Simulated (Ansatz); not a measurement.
**Worked example: self-consistent single point of InN (F-43m, 2 atoms in the cell) in Ansatz (a first-principles code)**

Method: PBEsol, harder PAW files (source: ansatz) made with PBE (plane waves; Ansatz).

This input was run:

Ansatz 0.2 input:
```yaml
crystal:
  lattice:
    - [0.000000, 2.562760, 2.562760]
    - [2.562760, 0.000000, 2.562760]
    - [2.562760, 2.562760, 0.000000]
  atoms:
    - { symbol: In, position: [0.000000, 0.000000, 0.000000] }
    - { symbol: N, position: [0.250000, 0.250000, 0.250000] }
basis:
  ecutwfc: 870.0
kpoints:
  mp_grid: { grid: [11, 11, 11] }
hamiltonian:
  xc: pbesol
  pseudopotentials: { kind: paw, source: ansatz }
scf:
  occupations: { method: cold, width: 0.2 }
output:
  forces: true
  eigenvalues: true
  stress: true
```

Output, abridged:

```
Pseudopotentials: kind: paw
Pseudopotential: In, paw, valence charge 21
Pseudopotential: N, paw, valence charge 5
Crystal: 2 atoms, lattice volume = 33.663 Å³
Basis set: ecut = 870 eV, 1917 PW (Γ), exchange–correlation on 72×72×72 points (8 copies of the dense FFT grid, shifted against one another)
Bands: 17, of which v1, the nominal top of the filled ones, is band 13 counted from 1 (12 counted from 0)
Symmetry: 24 space group operations
Space group: F-43m (ITA 216), of the structure as read, at distance tolerance 3.2e-5 Å
k-points: 56 of 1331 (time reversal used)
PAW frozen core: In, regenerated for the run's functional, and the local potential with it
PAW frozen core: N, regenerated for the run's functional, and the local potential with it
Initial density: superposition of atomic densities (chi_scale 0.1, normalization cell, long waves kept (reshape's long-wave potential 0.00 eV rms))
Initial wavefunctions: pseudopotential atomic-orbital guess
Eigensolver: davidson
Functional: x = pbesol(κ = 0.804, μ = 0.12345679012345678), c = pbesol(β = 0.046)
SCF iter   1: F=—  HF=-9273.348023 eV  |F-HF|=—  |Δ(HF+E_count)|=         —  Δρ=5.33e-2  dr2=1.20e0  ethr=3.10e-3  ⟨swp⟩=4.4  Hψ=4088  notcnv=0
all-band conjugate gradients solve this SCF's bands
preconditioner: auto → none
SCF iter   2: F=—  HF=-9273.171199 eV  |F-HF|=—  |Δ(HF+E_count)|=   1.51e-1  S|Δr|=   7.39e-2  Δρ=4.37e-2  dr2=4.80e-1  ethr=3.10e-3  ⟨swp⟩=2.0  Hψ=1767  notcnv=0
SCF iter   3: F=—  HF=-9273.082531 eV  |F-HF|=—  |Δ(HF+E_count)|=   1.06e-1  S|Δr|=   4.88e-2  Δρ=1.37e-2  dr2=4.18e-2  ethr=1.85e-3  ⟨swp⟩=2.0  Hψ=1350  notcnv=0
SCF iter   4: F=—  HF=-9273.077124 eV  |F-HF|=—  |Δ(HF+E_count)|=   3.41e-3  S|Δr|=   5.67e-3  Δρ=3.94e-3  dr2=2.83e-3  ethr=1.61e-4  ⟨swp⟩=1.0  Hψ=1336  notcnv=0
SCF iter   5: F=—  HF=-9273.076894 eV  |F-HF|=—  |Δ(HF+E_count)|=   1.42e-4  S|Δr|=   9.98e-4  Δρ=7.35e-4  dr2=5.18e-5  ethr=1.09e-5  ⟨swp⟩=2.0  Hψ=1458  notcnv=0
SCF iter   6: F=—  HF=-9273.076949 eV  |F-HF|=—  |Δ(HF+E_count)|=   3.37e-5  S|Δr|=   9.70e-5  Δρ=1.23e-4  dr2=2.57e-6  ethr=1.99e-7  ⟨swp⟩=2.0  Hψ=1457  notcnv=0
SCF iter   7: F=-9273.076957 eV  HF=-9273.076957 eV  |F-HF|=3.38e-8  |Δ(HF+E_count)|=   1.82e-6  S|Δr|=   2.77e-5  Δρ=1.79e-5  dr2=5.87e-8  ethr=3.85e-10  ⟨swp⟩=3.1  Hψ=4155  notcnv=0
Mixer restart at iter 7: flushing history
SCF iter   8: F=—  HF=-9273.102120 eV  |F-HF|=—  |Δ(HF+E_count)|=         —  Δρ=2.04e-4  dr2=1.52e-5  ethr=2.26e-10  ⟨swp⟩=3.0  Hψ=1579  notcnv=0
SCF iter   9: F=—  HF=-9273.102134 eV  |F-HF|=—  |Δ(HF+E_count)|=   1.47e-5  S|Δr|=    0.00e0  Δρ=3.91e-4  dr2=5.71e-5  ethr=2.26e-10  ⟨swp⟩=4.2  Hψ=3921  notcnv=0  recentre
SCF iter  10: F=—  HF=-9273.102121 eV  |F-HF|=—  |Δ(HF+E_count)|=   1.36e-5  S|Δr|=    0.00e0  Δρ=2.30e-5  dr2=1.25e-7  ethr=2.26e-10  ⟨swp⟩=4.1  Hψ=3825  notcnv=0
SCF iter  11: F=-9273.102115 eV  HF=-9273.102115 eV  |F-HF|=9.58e-9  |Δ(HF+E_count)|=   5.43e-6  S|Δr|=    0.00e0  Δρ=8.59e-6  dr2=1.73e-8  ethr=2.26e-10  ⟨swp⟩=4.0  Hψ=2827  notcnv=0
Mixer restart at iter 11: flushing history
SCF iter  12: F=—  HF=-9273.077052 eV  |F-HF|=—  |Δ(HF+E_count)|=         —  Δρ=2.01e-4  dr2=1.47e-5  ethr=6.65e-11  ⟨swp⟩=2.0  Hψ=1457  notcnv=0
SCF iter  13: F=—  HF=-9273.076898 eV  |F-HF|=—  |Δ(HF+E_count)|=   1.50e-5  S|Δr|=   4.99e-4  Δρ=2.32e-4  dr2=1.91e-5  ethr=6.65e-11  ⟨swp⟩=4.0  Hψ=2331  notcnv=0
SCF iter  14: F=—  HF=-9273.076963 eV  |F-HF|=—  |Δ(HF+E_count)|=   1.16e-5  S|Δr|=   2.22e-4  Δρ=3.78e-5  dr2=1.18e-7  ethr=6.65e-11  ⟨swp⟩=3.2  Hψ=2201  notcnv=0
SCF iter  15: F=-9273.076961 eV  HF=-9273.076961 eV  |F-HF|=6.70e-8  |Δ(HF+E_count)|=   6.36e-7  S|Δr|=   7.49e-6  Δρ=1.70e-5  dr2=2.44e-8  ethr=6.65e-11  ⟨swp⟩=4.8  Hψ=3572  notcnv=0
WARN: occupations sum to 26.00255042 electrons, not 26.00000000 (difference +2.55e-3), under cold smearing of width 0.2000 eV — the computed levels leave a gap …
the last iteration of the SCF fills more bands at one k-point than at another …
SCF 1 converged in 15 iterations: F = -9273.076961 eV  dr2 = 2.44e-8
SCF converged after 15 iterations
Stability not checked (fill_not_monotonic)
Free energy (F): -9273.076961 eV
F+E_penalty+E_count: -9273.102776 eV  (lagrangian_ev)
Harris-Foulkes:  -9273.076961 eV  (|F-HF|=6.70e-8)
Internal energy: -9273.077130 eV  (E = F + TS)
E sigma→0 (E₀):  -9273.077017 eV
Entropy (-TS):   0.000169 eV (0.084 meV/atom)
Fermi energy:    10.121789 eV
Step filling:    the computed levels leave a gap of 0.0000 eV = 0.0 smearing widths
--- Per-component energies (eV) ---
  E_band       = -580.419166
  E_kinetic    = 1062.976137
  E_local      = -5979.453335  (includes V_loc(G=0)·N_el)
  E_nonlocal   = 1542.687503
  E_hartree    = 2058.124754
  E_xc         = -302.316354
  E_vxc        = -393.312658  (∫ρ·V_xc dr)
  E_paw        = -4417.716089  (= ΣΔE_a)
  E_vpaw       = -929.570470  (= ΣTr[D̂ρ^β])
  E_aug_tail   = 0.000076  (compensation charges beyond the density's cutoff)
  E_ewald      = -3237.768624
  E_core_change = 0.388803  (= ΣΔE_core)
  E_smearing   = 0.000169  (= −TS)
  E_closure    = -0.000000  (closes the sum)
  E_count      = -0.025815  (occupations off the electron count; not in F)
  Σ components = -9273.076961   (vs F -9273.076961, Δ=0.00e0)
--- Forces (eV/Å), atoms counted from 1 ---
  atom   1  In     0.00000000    -0.00000000     0.00000000
  atom   2  N     -0.00000000     0.00000000     0.00000000
  max |Σ_I F_I| component: 8.33e-17 eV/Å
--- Stress (GPa, compression-positive) ---
       -8.996415       0.000000      -0.000000
        0.000000      -8.996415       0.000000
       -0.000000       0.000000      -8.996415
  P = ⅓ Tr σ = -8.9964 GPa (-89.964 kbar)
  The stress holds the Pulay correction. Without it, at fixed plane waves, as pw.x and ABINIT print it: P = -9.0081 GPa
--- Band table (eV; the first three rows and the last of 56) ---
  k-point 0: bands = ["-104.0894", "-62.6133", "-62.6133", "-62.6133", "-4.3112", "-3.5876", "-3.5876", "-3.5876", "-3.2956", "-3.2956", "8.9949", "9.6864", "9.6864", "9.6864", "18.5792", "18.5792", "18.5792"]
  k-point 1: bands = ["-104.0894", "-62.6135", "-62.6133", "-62.6133", "-4.3572", "-3.5761", "-3.5761", "-3.4546", "-3.2964", "-3.2964", "8.2765", "9.6199", "9.6199", "10.2993", "18.0457", "18.6661", "18.6661"]
  k-point 2: bands = ["-104.0894", "-62.6140", "-62.6134", "-62.6134", "-4.4535", "-3.5486", "-3.5486", "-3.2949", "-3.2949", "-3.1029", "7.1918", "9.4479", "9.4479", "11.0694", "17.0996", "18.8274", "18.8274"]
  k-point 55: bands = ["-104.0893", "-62.6150", "-62.6148", "-62.6142", "-4.7113", "-3.4472", "-3.4115", "-3.2785", "-3.2667", "-1.0780", "5.0797", "6.7775", "7.4020", "14.6662", "15.4368", "17.3684", "18.5265"]
```

The run converged in 15 iterations.

The starting cell comes from a database of computed structures (which also holds hypothetical and non-ambient phases and stackings), without a prior relaxation at this level. Its lattice was rescaled by a random factor within 2.5 % of one. With a pressure of about -9 GPa the cell is away from its equilibrium volume at this level. Ansatz's pressure includes its estimate of the finite-basis (Pulay) stress.
